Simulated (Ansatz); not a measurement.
**AlNi: stress in a strained cell**

AlNi is deformed so: zz strain of +1 %. What stress and forces result, by LAPW, PAW and all-electron datasets made for the crystal?

Method: DFT PBE, scalar-relativistic, in Ansatz 0.2.0.

**1. The system as given**

The structure is cubic, space group Pm-3m (No. 221). The conventional cell has a = 2.881 Å, b = 2.881 Å, c = 2.881 Å, α = 90.00°, β = 90.00°, γ = 90.00°. Al (site symmetry m-3m) has 8 Ni at 2.50 Å as nearest neighbours. Around Ni (site symmetry m-3m) lie 8 Al at 2.50 Å.

Coordinates:

```
Al Ni
1.0
     2.88100    0.00000    0.00000
     0.00000    2.88100    0.00000
     0.00000    0.00000    2.88100
Al Ni
1 1
Direct
  0.00000 0.00000 0.00000
  0.50000 0.50000 0.50000
```

Atoms are numbered in the order of the input: Al1, Ni2.

**2. The deformed structure**

Space group Pm-3m before, P4/mmm after.

**3. All-electron LAPW**

The input, input.yaml:

```yaml
crystal:
  lattice:
    - [2.881, 0.0, 0.0]
    - [0.0, 2.881, 0.0]
    - [0.0, 0.0, 2.90981]
  atoms:
    - { symbol: Al, position: [0.0, 0.0, 0.0] }
    - { symbol: Ni, position: [0.5, 0.5, 0.5], spin: 1.5 }
magnetization:
  spin_polarized: true
kpoints:
  mp_grid: { grid: [13, 13, 13] }
  band_path:
    path:
      - [0.0, 0.0, 0.0]
      - [0.0, 0.5, 0.0]
      - [0.5, 0.5, 0.0]
      - [0.0, 0.0, 0.0]
      - [0.0, 0.0, 0.5]
      - [0.0, 0.5, 0.5]
      - [0.5, 0.5, 0.5]
      - [0.0, 0.0, 0.5]
      - [0.0, 0.5, 0.0]
    npoints: 5
scf:
  occupations: { method: fermi_dirac, width: 0.05 }
hamiltonian:
  xc: pbe
  pseudopotentials: { kind: all_electron, lapw: { basis_error: 0.0005 } }
output:
  forces: true
  stress: true
  eigenvalues: true
```

The run is started by

```
ansatz run input.yaml --threads 1 --pin off --max-ram 3072MiB --backend cpu --events-out ev --progress --plain --runs-dir out
```

**4. PAW with frozen cores**

The input, input.yaml:

```yaml
crystal:
  lattice:
    - [2.881, 0.0, 0.0]
    - [0.0, 2.881, 0.0]
    - [0.0, 0.0, 2.90981]
  atoms:
    - { symbol: Al, position: [0.0, 0.0, 0.0] }
    - { symbol: Ni, position: [0.5, 0.5, 0.5], spin: 1.5 }
magnetization:
  spin_polarized: true
kpoints:
  mp_grid: { grid: [13, 13, 13] }
scf:
  occupations: { method: fermi_dirac, width: 0.05 }
hamiltonian:
  xc: pbe
  pseudopotentials: { kind: paw }
output:
  forces: true
  stress: true
  eigenvalues: true
  efg: { contact_densities: true }
```

**5. Datasets made for this crystal**

Changes to input.yaml since step 4:

```diff
@@ -16,3 +16,3 @@
   xc: pbe
-  pseudopotentials: { kind: paw }
+  pseudopotentials: { kind: all_electron, datasets: crystal }
 output:
```

(Steps that only read results are left out.)

What does the calculation give? Wanted: pressure; largest shear or deviatoric stress.

As calculated:

| quantity | value |
| --- | --- |
| pressure | LAPW 0.29, PAW 0.33, crystal datasets 0.29 GPa |
| largest shear or deviatoric stress (LAPW) | 0.62 GPa |

What this shows: The largest part of the stress beyond the pressure is 0.62 GPa in size, in the zz component; the atoms are carried along and not relaxed. No run of the undeformed cell stands beside it, so the pressure holds what the given cell had before the change. PAW: stress within 0.04 GPa of LAPW. Crystal datasets: stress within 0.01 GPa of LAPW.
